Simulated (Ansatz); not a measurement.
**AlN: a line through a two-coordinate scan**

How does the energy of AlN (P6_3/mmc, No. 194; 4 atoms in the cell) vary with volume per atom, at c/a of the conventional cell = 1.176?

Computed with Ansatz 0.2.0 (DFT PBEsol, scalar-relativistic, plane waves, PAW, unless a step's input says otherwise).

71 further runs of the same task are left out: 71 set aside as unsound or not needed.

## 1. The starting structure

Symmetry: P6_3/mmc, No. 194, hexagonal system. The conventional cell has a = 3.302 Å, b = 3.302 Å, c = 4.141 Å, α = 90.00°, β = 90.00°, γ = 120.00°. Al (site symmetry -6m2) is surrounded by 5 N at 1.91 to 2.07 Å. N (site symmetry -6m2) is surrounded by 5 Al at 1.91 to 2.07 Å.

Coordinates:

```
Al N
1.0
     3.30158    0.00000    0.00000
    -1.65079    2.85925    0.00000
     0.00000    0.00000    4.14122
Al N
2 2
Direct
  0.33333 0.66667 0.75000
  0.66667 0.33333 0.25000
  0.33333 0.66667 0.25000
  0.66667 0.33333 0.75000
```

It goes back to an entry of the Materials Project, which need not be the stable form.

It is the result of an earlier relaxation at this level (volume 9.77 Å³/atom; gap on the mesh: 3.32 eV).

## 2. What is varied

The energy is mapped over volume and the cell's shape.

The axes are (1) volume per atom: 11 values from 8.601 to 10.946 Å³; (2) c/a of the conventional cell: 11 values from 1.158 to 1.359.

Nothing else is relaxed (symmetry fixes all fractional coordinates). Energies count from the relaxed crystal. Points are written as (first, second).

## 3. Grid point (8.601 Å³, 1.176)

Input file input.yaml:

```yaml
crystal:
  lattice:
    - [3.2322709857, 0.0, 0.0]
    - [-1.6161354929, 2.7992287855, 0.0]
    - [0.0, 0.0, 3.8024435876]
  atoms:
    - { symbol: Al, position: [0.3333333333, 0.6666666667, 0.75] }
    - { symbol: Al, position: [0.6666666667, 0.3333333333, 0.25] }
    - { symbol: "N", position: [0.3333333333, 0.6666666667, 0.25] }
    - { symbol: "N", position: [0.6666666667, 0.3333333333, 0.75] }
basis:
  ecutwfc: 520.0
kpoints:
  mp_grid: { grid: [9, 9, 6] }
hamiltonian:
  xc: pbesol
scf:
  occupations: { method: gaussian, width: 0.05 }
output:
  forces: true
  stress: true
  eigenvalues: true
```

Started as:

```
ansatz run input.yaml --threads 1 --pin off --max-ram 2048MiB --backend cpu --events-out ev --progress --plain --runs-dir out
```

Standard output, shortened:

```text
Warning: RAYON_NUM_THREADS=1 ignored (pool sized by the plan → 1); use --threads N
[...]
Pseudopotentials: kind: paw
Pseudopotential: Al, paw, valence charge 3, recommended cutoff 420 eV (normal), Al.paw.azcp
Pseudopotential: N, paw, valence charge 5, recommended cutoff 420 eV (normal), N.paw.azcp
Functional definition: PBEsol
[...]
Crystal: 4 atoms, lattice volume = 34.404 Å³
Basis set: ecut = 520 eV, 915 PW (Γ), exchange–correlation on 50×50×60 points (8 copies of the dense FFT grid, shifted against one another)
Bands: 12, of which v1, the nominal top of the filled ones, is band 8 counted from 1 (7 counted from 0)
Symmetry: 24 space group operations
Space group: P63/mmc (ITA 194), of the structure as read, at distance tolerance 3.3e-5 Å
k-points: 48 of 486
[...]
SCF iter   1: F=—  HF=-1811.029491 eV  |F-HF|=—  |Δ(HF+E_count)|=         —  Δρ=9.65e-3  dr2=3.10e-2  ethr=1.77e-3  ⟨swp⟩=5.8  Hψ=3852  notcnv=0
[...]
SCF iter   6: F=-1811.019810 eV  HF=-1811.019810 eV  |F-HF|=1.04e-10  |Δ(HF+E_count)|=  4.15e-10  Δρ=7.70e-7  dr2=1.48e-10  ethr=2.06e-11  ⟨swp⟩=1.6  Hψ=1793  notcnv=0
[...]
SCF converged after 6 iterations
Free energy (F): -1811.019810 eV
[...]
E sigma→0 (E₀):  -1811.019810 eV
Fermi energy:    12.618395 eV
[...]
--- Forces (eV/Å), atoms counted from 1 ---
  atom   1  Al     0.00000000    -0.00000000     0.00000000
  atom   2  Al    -0.00000000     0.00000000    -0.00000000
  atom   3  N      0.00000000     0.00000000    -0.00000000
  atom   4  N     -0.00000000    -0.00000000     0.00000000
[...]
--- Stress (GPa, compression-positive) ---
       27.801518       0.000000       0.000000
        0.000000      27.801518      -0.000000
        0.000000      -0.000000      50.781444
  P = ⅓ Tr σ = 35.4615 GPa (354.615 kbar)
--- Band table (eV; the first three rows and the last of 48) ---
  k-point 0: bands = ["-7.2166", "-2.4006", "3.1553", "6.7765", "6.7765", "8.9755", "8.9755", "10.4726", "14.7642", "16.1073", "19.3407", "19.3407"]
[...]
```

It took 0.55 s on 1 thread of AMD EPYC 9R45 (Zen 5), shared host; peak memory 0.37 GiB.

Energy on the map's scale: 135 meV/atom.

## 4. Grid point (8.835 Å³, 1.176)

input.yaml, as its differences from that of step 3:

```diff
@@ -2,5 +2,5 @@
   lattice:
-    - [3.2322709857, 0.0, 0.0]
-    - [-1.6161354929, 2.7992287855, 0.0]
-    - [0.0, 0.0, 3.8024435876]
+    - [3.2613216429, 0.0, 0.0]
+    - [-1.6306608215, 2.8243873926, 0.0]
+    - [0.0, 0.0, 3.8366187807]
   atoms:
@@ -22 +22,5 @@
   eigenvalues: true
+  write_density: true
+  write_potential: true
+  elf: true
+  volumetric_format: npy
```

Started as:

```
ansatz run input.yaml --threads 1 --pin off --max-ram 2048MiB --backend cpu --events-out ev --progress --plain --runs-dir out
```

Standard output, shortened:

```text
[...]
SCF converged after 6 iterations
Free energy (F): -1811.200659 eV
[...]
E sigma→0 (E₀):  -1811.200659 eV
Fermi energy:    12.162689 eV
[...]
--- Forces (eV/Å), atoms counted from 1 ---
  atom   1  Al    -0.00000000    -0.00000000     0.00000000
  atom   2  Al     0.00000000     0.00000000     0.00000000
  atom   3  N      0.00000000     0.00000000     0.00000000
  atom   4  N     -0.00000000    -0.00000000     0.00000000
[...]
--- Stress (GPa, compression-positive) ---
       19.669968      -0.000000       0.000000
       -0.000000      19.669968       0.000000
        0.000000       0.000000      40.541730
  P = ⅓ Tr σ = 26.6272 GPa (266.272 kbar)
--- Band table (eV; the first three rows and the last of 48) ---
  k-point 0: bands = ["-7.3552", "-2.6927", "2.9503", "6.4993", "6.4993", "8.6693", "8.6693", "10.0970", "14.2284", "15.5062", "18.8201", "18.8201"]
[...]
```

Run time: 0.76 s. Hardware: 1 thread of AMD EPYC 9R45 (Zen 5), shared host; peak memory 0.35 GiB.

Density in a lattice plane of the grid's cell (edges 3.26 and 3.84 Å, at 0.333 of the third edge), which holds Al and N.

Values in e/Å³, 12 rows by 10 columns:
```
0.24 0.16 0.15 0.20 0.37 0.80 1.40 1.56 0.99 0.48
0.33 0.17 0.15 0.26 0.60 1.55 2.96 3.24 2.03 0.82
0.39 0.19 0.16 0.30 0.74 2.08 3.56 3.62 2.68 1.05
0.33 0.17 0.15 0.26 0.60 1.55 2.96 3.24 2.03 0.82
0.24 0.16 0.15 0.20 0.37 0.80 1.40 1.56 0.99 0.48
0.19 0.17 0.17 0.19 0.24 0.39 0.56 0.60 0.45 0.28
0.24 0.26 0.27 0.25 0.23 0.23 0.24 0.24 0.23 0.23
0.33 0.40 0.41 0.36 0.28 0.16 0.08 0.08 0.12 0.23
0.39 0.48 0.50 0.43 0.31 0.14 0.06 0.06 0.10 0.24
0.33 0.40 0.41 0.36 0.28 0.16 0.08 0.08 0.12 0.23
0.24 0.26 0.27 0.25 0.23 0.23 0.24 0.24 0.23 0.23
0.19 0.17 0.17 0.19 0.24 0.39 0.56 0.60 0.45 0.28
```
Columns run along the first of these edges and rows up along the second, over one cell in 10 and 12 even steps from the bottom left corner. Atoms in the plane (fractional): Al at (0.67, 0.25), N at (0.67, 0.75).

ELF in the same plane.

Ten even steps from ' ' (0.00) to '@' (0.85):
```
::..........::::==**%%@@@@@@@@@@%%##++--
==::........--==**%%@@@@@@@@@@@@@@%%##**
**--::....::==##%%@@@@@@%%####%%@@@@@@%%
##++::....--**%%@@@@@@##==::--++%%@@@@@@
%%++--....--**%%@@@@%%**::  ..==##@@@@@@
##++::....--**%%@@@@@@##==::--++%%@@@@@@
**--::....::==##%%@@@@@@%%####%%@@@@@@%%
==::........--==**%%@@@@@@@@@@@@@@%%##**
::..........::::==**%%@@@@@@@@@@%%##++--
..::::::::::::::::==**##@@@@@@%%##++--::
::----====----::::::--==******++==--::::
==++++****++==--::::................::--
**##########**++==::              ..::==
##%%%%%%%%%%####++--..            ..--**
%%%%%%%%%%%%%%##**--..            ..==##
##%%%%%%%%%%####++--..            ..--**
**##########**++==::              ..::==
==++++****++==--::::................::--
::----====----::::::--==******++==--::::
..::::::::::::::::==**##@@@@@@%%##++--::
```
Columns run along the first of these edges and rows up along the second, over one cell in 20 and 20 even steps from the bottom left corner. Atoms in the plane (fractional): Al at (0.67, 0.25), N at (0.67, 0.75).

Both are smooth fields of the valence electrons: close to the nuclei they are not physical.

The highest ELF values outside the cores: 0.86 on the N–Al line, 0.8 Å from N; 0.86 in the shell around N, 0.8 Å from N.

That is 90 meV/atom from the zero.

## 5. Grid point (9.070 Å³, 1.176)

input.yaml, as its differences from that of step 4:

```diff
@@ -2,5 +2,5 @@
   lattice:
-    - [3.2613216429, 0.0, 0.0]
-    - [-1.6306608215, 2.8243873926, 0.0]
-    - [0.0, 0.0, 3.8366187807]
+    - [3.28998469, 0.0, 0.0]
+    - [-1.644992345, 2.8492103196, 0.0]
+    - [0.0, 0.0, 3.8703379893]
   atoms:
```

Started as:

```
ansatz run input.yaml --threads 1 --pin off --max-ram 2048MiB --backend cpu --events-out ev --progress --plain --runs-dir out
```

Standard output, shortened:

```text
[...]
SCF converged after 6 iterations
Free energy (F): -1811.333332 eV
[...]
E sigma→0 (E₀):  -1811.333332 eV
Fermi energy:    11.724158 eV
[...]
--- Forces (eV/Å), atoms counted from 1 ---
  atom   1  Al     0.00000000    -0.00000000     0.00000000
  atom   2  Al     0.00000000     0.00000000     0.00000000
  atom   3  N     -0.00000000     0.00000000     0.00000000
  atom   4  N     -0.00000000    -0.00000000     0.00000000
[...]
--- Stress (GPa, compression-positive) ---
       12.433452       0.000000       0.000000
       -0.000000      12.433452       0.000000
        0.000000       0.000000      31.403744
  P = ⅓ Tr σ = 18.7569 GPa (187.569 kbar)
--- Band table (eV; the first three rows and the last of 48) ---
  k-point 0: bands = ["-7.4866", "-2.9720", "2.7557", "6.2349", "6.2349", "8.3760", "8.3760", "9.7384", "13.7099", "14.9302", "18.3221", "18.3221"]
[...]
```

Run time: 0.77 s. Hardware: 1 thread of AMD EPYC 9R45 (Zen 5), shared host; peak memory 0.38 GiB.

Density in a lattice plane of the grid's cell (edges 3.29 and 3.87 Å, at 0.333 of the third edge), which holds Al and N.

Ten even steps from '0' (0.06 e/Å³) to '9' (3.70 e/Å³):
```
00000000001122221100
00000000012344432110
00000000123578864311
00000000124799986421
00000001135799997421
00000000124799986421
00000000123578864311
00000000012344432110
00000000001122221100
00000000000111111000
00000000000000000000
00000000000000000000
00000000000000000000
00111100000000000000
00111100000000000000
00111100000000000000
00000000000000000000
00000000000000000000
00000000000000000000
00000000000111111000
```
Columns run along the first of these edges and rows up along the second, over one cell in 20 and 20 even steps from the bottom left corner. Atoms in the plane (fractional): Al at (0.67, 0.25), N at (0.67, 0.75).

ELF in the same plane.

Ten even steps from '0' (0.00) to '9' (0.85):
```
21111122468999998753
42111134689999999876
63211246899987789998
75211368999752358998
85311368998630147999
75211368999752358998
63211246899987789998
42111134689999999876
21111122468999998753
12222222246789987532
23344332223466654322
45566543221111111123
67777765421000000124
78888877531000000136
88888887631000000147
78888877531000000136
67777765421000000124
45566543221111111123
23344332223466654322
12222222246789987532
```
Columns run along the first of these edges and rows up along the second, over one cell in 20 and 20 even steps from the bottom left corner. Atoms in the plane (fractional): Al at (0.67, 0.25), N at (0.67, 0.75).

Both are smooth fields of the valence electrons: close to the nuclei they are not physical.

Maxima of ELF outside the ion cores: 0.87 on the N–Al line, 0.8 Å from N; 0.86 in the shell around N, 0.8 Å from N.

That is 57 meV/atom from the zero.

## 6. Grid point (9.304 Å³, 1.176)

input.yaml, as its differences from that of step 5:

```diff
@@ -2,5 +2,5 @@
   lattice:
-    - [3.28998469, 0.0, 0.0]
-    - [-1.644992345, 2.8492103196, 0.0]
-    - [0.0, 0.0, 3.8703379893]
+    - [3.3180379466, 0.0, 0.0]
+    - [-1.6590189733, 2.8735051525, 0.0]
+    - [0.0, 0.0, 3.9033398404]
   atoms:
@@ -22,5 +22 @@
   eigenvalues: true
-  write_density: true
-  write_potential: true
-  elf: true
-  volumetric_format: npy
```

Started as:

```
ansatz run input.yaml --threads 1 --pin off --max-ram 2048MiB --backend cpu --events-out ev --progress --plain --runs-dir out
```

Standard output, shortened:

```text
[...]
SCF converged after 6 iterations
Free energy (F): -1811.422186 eV
[...]
E sigma→0 (E₀):  -1811.422186 eV
Fermi energy:    11.305261 eV
[...]
--- Forces (eV/Å), atoms counted from 1 ---
  atom   1  Al     0.00000000    -0.00000000     0.00000000
  atom   2  Al     0.00000000     0.00000000     0.00000000
  atom   3  N      0.00000000    -0.00000000     0.00000000
  atom   4  N      0.00000000     0.00000000     0.00000000
[...]
--- Stress (GPa, compression-positive) ---
        6.043449       0.000000       0.000000
        0.000000       6.043449       0.000000
        0.000000       0.000000      23.309944
  P = ⅓ Tr σ = 11.7989 GPa (117.989 kbar)
--- Band table (eV; the first three rows and the last of 48) ---
  k-point 0: bands = ["-7.6105", "-3.2370", "2.5723", "5.9844", "5.9844", "8.0970", "8.0970", "9.3985", "13.2120", "14.3821", "17.8492", "17.8492"]
[...]
```

It took 0.57 s on 1 thread of AMD EPYC 9R45 (Zen 5), shared host; peak memory 0.38 GiB.

That is 35 meV/atom from the zero.

[end of part 1 of 2]
